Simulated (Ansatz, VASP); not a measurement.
**Se: VASP beside Ansatz**

File INCAR:

```
SYSTEM = Se
  ALGO = Normal
  EDIFF = 1E-7
  ENCUT = 520
  GGA = PE
  ISIF = 2
  ISMEAR = -1
  LASPH = .TRUE.
  LCHARG = .FALSE.
  LREAL = .FALSE.
  LWAVE = .FALSE.
  NBANDS = 13
  NELM = 80
  PREC = Accurate
  SIGMA = 0.08
```

The input KPOINTS:

```
k-points
0
G
  13 13 13
  0 0 0
```

The input POSCAR:

```
Se
1.0
    1.5881186532     -0.9169007319      2.5958051130
    0.0000000000      1.8338014639      2.5958051130
   -1.5881186532     -0.9169007319      2.5958051130
Se
2
Direct
    0.2500000000      0.2500000000      0.2500000000
   -0.2500000000     -0.2500000000     -0.2500000000
```

Input for Ansatz:

```yaml
crystal:
  lattice:
    - [1.5881186532, -0.9169007319, 2.595805113]
    - [0.0, 1.8338014639, 2.595805113]
    - [-1.5881186532, -0.9169007319, 2.595805113]
  atoms:
    - { symbol: Se, position: [0.25, 0.25, 0.25] }
    - { symbol: Se, position: [-0.25, -0.25, -0.25] }
kpoints:
  mp_grid: { grid: [13, 13, 13] }
scf:
  occupations: { method: fermi_dirac, width: 0.08 }
hamiltonian:
  xc: pbe
  pseudopotentials: { kind: all_electron, lapw: { basis_error: 0.001 } }
output:
  forces: true
  stress: true
  eigenvalues: true
  populations: true
```

Change from the starting cell: volume scaled by 0.5, LAPW.

Alike in both runs: task single point; functional PBE; k mesh 13 × 13 × 13; occupations fermi-dirac, width 0.08 eV; no spin polarisation.

|  | VASP | Ansatz |
| --- | --- | --- |
| version | VASP 6.6.1 | Ansatz 0.2.0 |
| potentials or method | VASP PAW PBE potentials, release 64 (Se) | all-electron LAPW, scalar-relativistic |
| plane-wave cutoff (eV) | 520 | see its input |

```tsv
	VASP	Ansatz	Ansatz less VASP
pressure (GPa)	198.1	195.1	-3.00
largest component of the traceless stress (GPa)	0.16	0.15	-0.004
```

Ansatz ran all-electron here, so the differences hold the error of VASP's frozen core and of both bases.

Caveats: the cell as given lies far from equilibrium; so large a pressure means that the cell lies far from this level's equilibrium, or that cutoff or potentials fall short (VASP).
